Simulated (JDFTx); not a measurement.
## CsSnBr3: band structure with PBEsol

Crystal: CsSnBr3.

```xyz
5
Lattice="5.8390 0.0000 0.0000 0.0000 5.8390 0.0000 0.0000 0.0000 5.8390" Properties=species:S:1:pos:R:3 pbc="T T T"
Cs    0.0000    0.0000    0.0000
Sn    2.9195    2.9195    2.9195
Br    0.0000    2.9195    2.9195
Br    2.9195    2.9195    0.0000
Br    2.9195    0.0000    2.9195
```

The cell is a database's computed one.

```yaml
Program: JDFTx 1.7.0 (patched build)
Task: band structure
Functional: PBEsol
Potentials_or_basis: PseudoDojo-SR-PBEsol-0.4.1-standard with smoothed tails
Cutoff: 980 eV
Density_cutoff: 7837 eV
k_mesh: 2 × 2 × 2
Occupations: fermi-dirac, width 0.05 eV
Spin: no spin polarisation
Band_ratio_of_the_Davidson_solver: 1.3
Local_potential_set_to_-Z/r_beyond: 6 bohr
Bands: 30
Density_cutoff_over_wavefunction_cutoff: 8
Max_SCF_steps: 30
SCF_threshold_on_the_energy: 1e-06 Ha
Solver_of_the_electrons: minimize
Further_solve_for_the_empty_bands: no
Start: density of an earlier self-consistent run, held fixed
Path: G-X-M-G-R-X-M-R
```

| Item | Value |
| --- | --- |
| Band gap along the path | 0.36 eV, direct |

Levels at the corners of the path, in eV from the valence-band top:
| point | band 19 | band 20 | band 21 | band 22 | band 23 | band 24 | band 25 | band 26 |
| --- | --- | --- | --- | --- | --- | --- | --- | --- |
| Γ | -2.89 | -2.76 | -2.76 | -2.76 | 2.18 | 3.28 | 3.28 | 3.89 |
| X | -3.03 | -2.88 | -2.88 | -1.95 | 1.36 | 3.66 | 4.25 | 4.29 |
| M | -3.16 | -3.16 | -2.40 | -0.96 | 0.90 | 0.90 | 3.87 | 4.39 |
| Γ | -2.89 | -2.76 | -2.76 | -2.76 | 2.18 | 3.28 | 3.28 | 3.89 |
| R | -2.38 | -2.38 | -2.38 | 0.00 | 0.36 | 0.36 | 0.36 | 3.68 |
| X | -3.03 | -2.88 | -2.88 | -1.95 | 1.36 | 3.66 | 4.25 | 4.29 |
| M | -3.16 | -3.16 | -2.40 | -0.96 | 0.90 | 0.90 | 3.87 | 4.39 |
| R | -2.38 | -2.38 | -2.38 | 0.00 | 0.36 | 0.36 | 0.36 | 3.68 |

Wall time 4.7 min on 2 threads of Intel(R) Xeon(R) Platinum 8175M CPU @ 2.50GHz (Skylake/Cascade Lake), with other jobs on the host, peak memory 0.48 GiB.

Caveat: the k mesh is coarse (spacing up to 0.54 Å⁻¹), so the values aren't converged; spin-orbit coupling is left out, which moves the levels of the heavy elements.
